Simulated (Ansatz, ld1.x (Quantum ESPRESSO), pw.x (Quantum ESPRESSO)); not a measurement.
**pw.x on diamond Rb: one setting changed**

Potential: norm-conserving Troullier–Martins (Kleinman–Bylander form), ld1.x (Quantum ESPRESSO) 7.5, PBE; core [Kr], reference 5s1 5p0; waves: 5s (bound): rc 4.20 bohr; 5p (bound, empty): rc 4.20 bohr; 4d channel at 0.1 Ry: rc 4.30 bohr; local part: all-electron potential smoothed inside 3.14 bohr (lloc = -1); core correction: none.

The reference run (k-mesh 8³, cutoffs 35/140 Ry, Fermi–Dirac 0.01 Ry, mixing_beta 0.4, conv_thr 1e-9, no spin) gives 0.01 GPa at 141.711 Å³/atom, where all-electron LAPW gives -0.00 GPa. This run, with its own iteration cap, changes degauss to 0.002.

```
&control
  calculation='scf', prefix='x', pseudo_dir='./', outdir='./tmp', tstress=.true., disk_io='none'
/
&system
  ibrav=0, nat=2, ntyp=1, ecutwfc=35, ecutrho=140, nbnd=8,
  occupations='smearing', smearing='fd', degauss=0.002
/
&electrons
  conv_thr=1e-09, mixing_beta=0.4, electron_maxstep=50
/
ATOMIC_SPECIES
Rb 1.0 Rb.UPF
CELL_PARAMETERS angstrom
  0.00000000 5.21356174 5.21356174
  5.21356174 0.00000000 5.21356174
  5.21356174 5.21356174 0.00000000
ATOMIC_POSITIONS crystal
Rb 0.0000 0.0000 0.0000
Rb 0.2500 0.2500 0.2500
K_POINTS automatic
8 8 8 0 0 0
```

```bash
pw.x < Rb.scf.in > Rb.scf.out
```

Question: How does the run end?

Answer: It converges in 7 iterations; the free energy moves by +23.1 meV/atom and the pressure by +0.00 GPa. In a metal, with Fermi–Dirac smearing, F lies below its zero-width value by a term in the square of the width.

```
Message from routine setup:
     using ibrav=0 with symmetry is DISCOURAGED, use correct ibrav instead
     lattice parameter (alat)  =      13.9331  a.u.
     unit-cell volume          =    1912.6265 (a.u.)^3
     number of electrons       =         2.00
     number of Kohn-Sham states=            8
     kinetic-energy cutoff     =      35.0000  Ry
     charge density cutoff     =     140.0000  Ry
     scf convergence threshold =      1.0E-09
     Exchange-correlation= PBE
     number of k points=    29  Fermi-Dirac smearing, width (Ry)=  0.0020
     iteration #  1     ecut=    35.00 Ry     beta= 0.40
     c_bands:  2 eigenvalues not converged
     c_bands:  1 eigenvalues not converged
     c_bands:  1 eigenvalues not converged
     [... 1 repeated lines left out ...]
     total energy              =      -0.66972042 Ry
     estimated scf accuracy    <       0.00031050 Ry
     iteration #  2     ecut=    35.00 Ry     beta= 0.40
     total energy              =      -0.67004099 Ry
     estimated scf accuracy    <       0.00013682 Ry
     iteration #  3     ecut=    35.00 Ry     beta= 0.40
     total energy              =      -0.67009662 Ry
     estimated scf accuracy    <       0.00000133 Ry
     iteration #  4     ecut=    35.00 Ry     beta= 0.40
     total energy              =      -0.67010836 Ry
     estimated scf accuracy    <       0.00000095 Ry
     iteration #  5     ecut=    35.00 Ry     beta= 0.40
     total energy              =      -0.67010873 Ry
     estimated scf accuracy    <       0.00000008 Ry
     iteration #  6     ecut=    35.00 Ry     beta= 0.40
     total energy              =      -0.67010882 Ry
     estimated scf accuracy    <          7.1E-09 Ry
     iteration #  7     ecut=    35.00 Ry     beta= 0.40
     the Fermi energy is    -0.9187 ev
!    total energy              =      -0.67010882 Ry
     estimated scf accuracy    <          8.5E-10 Ry
     smearing contrib. (-TS)   =      -0.00027913 Ry
     The total energy is F=E-TS. E is the sum of the following terms:
     one-electron contribution =       0.28303007 Ry
     hartree contribution      =       0.01073530 Ry
     xc contribution           =      -0.41683431 Ry
     ewald contribution        =      -0.54676074 Ry
     convergence has been achieved in   7 iterations
          total   stress  (Ry/bohr**3)                   (kbar)     P=        0.06
     Message from routine punch:
     Nothing written, as per user request (disk_io='none')
```

The run took about 19 s on one core of a shared host (Intel(R) Xeon(R) 6975P-C, 192 threads, 378 GiB, load 64).
